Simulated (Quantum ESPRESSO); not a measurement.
Input of a Quantum ESPRESSO 7.5 run:

pw.in

```
&CONTROL
  calculation = 'vc-relax'
  prefix = 'pwscf'
  outdir = './tmp'
  pseudo_dir = './pseudo'
  tprnfor = .true.
  tstress = .true.
  disk_io = 'low'
  nstep = 40
  forc_conv_thr = 0.0004
  etot_conv_thr = 1d-05
/
&SYSTEM
  ibrav = 0
  celldm(1) = 8
  nat = 2
  ntyp = 2
  ecutwfc = 56
  ecutrho = 448
  nbnd = 22
  occupations = 'smearing'
  smearing = 'fd'
  degauss = 0.00367493
/
&ELECTRONS
  conv_thr = 4d-10
  electron_maxstep = 120
  mixing_beta = 0.5
/
&IONS
  ion_dynamics = 'bfgs'
/
&CELL
  cell_dynamics = 'bfgs'
  press = 0
  press_conv_thr = 0.3
/
ATOMIC_SPECIES
Au   196.9666 au_pbesol_v1.uspp.F.UPF
Cu    63.5460 cu_pbesol_v1.2.uspp.F.UPF
CELL_PARAMETERS alat
  0.3408727780996   0.1968029901973   1.0053746347176
 -0.3408727780996   0.1968029901973   1.0053746347176
  0.0000000000000  -0.3936059803947   1.0053746347176
ATOMIC_POSITIONS crystal
Au     0.0000000000    0.0000000000    0.0000000000
Cu     0.5000000000    0.5000000000    0.5000000000
K_POINTS automatic
11 11 11 0 0 0
```

Potentials or basis: GBRV 1.5 PBEsol.

The run is started by

```sh
$ OMP_NUM_THREADS=1 mpirun -n 2 pw.x -nk 2 -in pw.in > pw.out
```

**Question.** Predict the relaxed volume.

**Answer.** 14.47 Å³/atom.

**Question.** Estimate the band gap on the k mesh.

**Answer.** None (metal or under the smearing width).

**Question.** What does it give for the relaxed cell?

**Answer.** a = 4.576 Å, b = 4.576 Å, c = 4.576 Å, α = 35.54°, β = 35.54°, γ = 35.54°.

**Question.** Estimate the space group after relaxing (to 0.05 Å).

**Answer.** R-3m (No. 166).

The path:
| step | energy change (eV) | largest force (eV/Å) | pressure (GPa) | volume (Å³) |
| --- | --- | --- | --- | --- |
| 1 | 0.0000 | 0.0000 | -8.37 | 30.70 |
| 2 | -0.0454 | 0.0000 | -2.40 | 29.41 |
| 3 | -0.0506 | 0.0000 | 0.44 | 28.88 |
| 4 | -0.0521 | 0.0000 | 0.55 | 28.86 |
| 5 | -0.0540 | 0.0000 | 0.55 | 28.85 |
| 6 | -0.0559 | 0.0000 | 0.44 | 28.86 |
| 7 | -0.0565 | 0.0000 | 0.07 | 28.92 |
| 8 | -0.0565 | 0.0000 | -0.01 | 28.94 |

Spin-orbit coupling is left out, which matters for the levels of Au.
